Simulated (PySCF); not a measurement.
Geometries of 4 isomers of C7H8O, from PBE0-D3(BJ)/def2-SVP geometry optimisation, gas phase (PySCF 2.14.0). One conformer each, no zero-point energy, no frequencies.

Task: Which is lowest in electronic energy at this level?
A.
```xyz
16
angstrom
O     -2.589   -1.111   -0.586
C     -2.041   -0.177    0.300
C     -0.549   -0.002    0.155
C      0.242   -1.065   -0.294
C      1.623   -0.922   -0.409
C      2.233    0.286   -0.073
C      1.452    1.351    0.374
C      0.070    1.208    0.483
H     -2.350   -0.840   -1.480
H     -2.533    0.813    0.223
H     -2.266   -0.553    1.314
H     -0.245   -2.008   -0.555
H      2.228   -1.761   -0.762
H      3.316    0.399   -0.165
H      1.921    2.304    0.632
H     -0.539    2.051    0.823
```
B.
```xyz
16
angstrom
C     -1.487    0.266   -1.536
C     -1.006   -0.060   -0.326
C     -1.918   -0.432    0.807
C      0.432   -0.071   -0.041
C      1.528    0.234   -0.924
C      2.662    0.081   -0.192
O      2.365   -0.292    1.070
C      1.025   -0.382    1.157
H     -2.562    0.268   -1.731
H     -0.832    0.538   -2.366
H     -1.783    0.249    1.663
H     -1.703   -1.451    1.169
H     -2.972   -0.393    0.502
H      1.472    0.527   -1.970
H      3.718    0.197   -0.422
H      0.627   -0.676    2.124
```
C.
```xyz
16
angstrom
C      2.404    1.967    0.073
C      1.606    1.054    0.144
C      0.701   -0.033    0.228
C     -0.645    0.025    0.265
C     -1.519    1.222    0.223
C     -1.172   -1.376    0.349
O     -0.049   -2.217    0.405
C      1.140   -1.474    0.288
H      3.107    2.777    0.014
H     -2.212    1.174   -0.633
H     -0.928    2.144    0.144
H     -2.143    1.284    1.131
H     -1.808   -1.519    1.247
H     -1.807   -1.618   -0.529
H      1.701   -1.763   -0.623
H      1.803   -1.666    1.153
```
D.
```xyz
16
angstrom
C     -2.417    0.377    0.061
O     -1.346   -0.328   -0.495
C     -0.094   -0.058   -0.071
C      0.931   -0.802   -0.673
C      2.253   -0.595   -0.302
C      2.577    0.353    0.673
C      1.558    1.089    1.268
C      0.223    0.893    0.906
H     -3.328    0.003   -0.422
H     -2.499    0.211    1.150
H     -2.336    1.463   -0.124
H      0.657   -1.537   -1.431
H      3.042   -1.182   -0.779
H      3.617    0.514    0.963
H      1.795    1.834    2.031
H     -0.556    1.484    1.388
```

Result: A. That is `OCc1ccccc1`, 3.9 kcal/mol below the next.

```json
{"SMILES": "OCc1ccccc1", "atoms numbered as above": "[OH:1][CH2:2][c:3]1[cH:4][cH:5][cH:6][cH:7][cH:8]1", "E (Eh)": "-346.13565", "relative (kcal/mol)": "0.0", "relative (kJ/mol)": "0.0", "dipole (D)": "1.38"}
{"SMILES": "COc1ccccc1", "atoms numbered as above": "[CH3:1][O:2][c:3]1[cH:4][cH:5][cH:6][cH:7][cH:8]1", "E (Eh)": "-346.12949", "relative (kcal/mol)": "3.9", "relative (kJ/mol)": "16.2", "dipole (D)": "1.36"}
{"SMILES": "C=C(C)c1ccoc1", "atoms numbered as above": "[CH2:1]=[C:2]([CH3:3])[c:4]1[cH:5][cH:6][o:7][cH:8]1", "E (Eh)": "-346.09952", "relative (kcal/mol)": "22.7", "relative (kJ/mol)": "94.9", "dipole (D)": "0.23"}
{"SMILES": "C#CC1=C(C)COC1", "atoms numbered as above": "[CH:1]#[C:2][C:3]1=[C:4]([CH3:5])[CH2:6][O:7][CH2:8]1", "E (Eh)": "-346.04012", "relative (kcal/mol)": "59.9", "relative (kJ/mol)": "250.8", "dipole (D)": "1.72"}
```

As drawn, the lowest has an aromatic ring and an O–H bond, which the highest lacks; the highest has a C≡C bond and a C=C bond outside aromatic rings, which the lowest lacks.
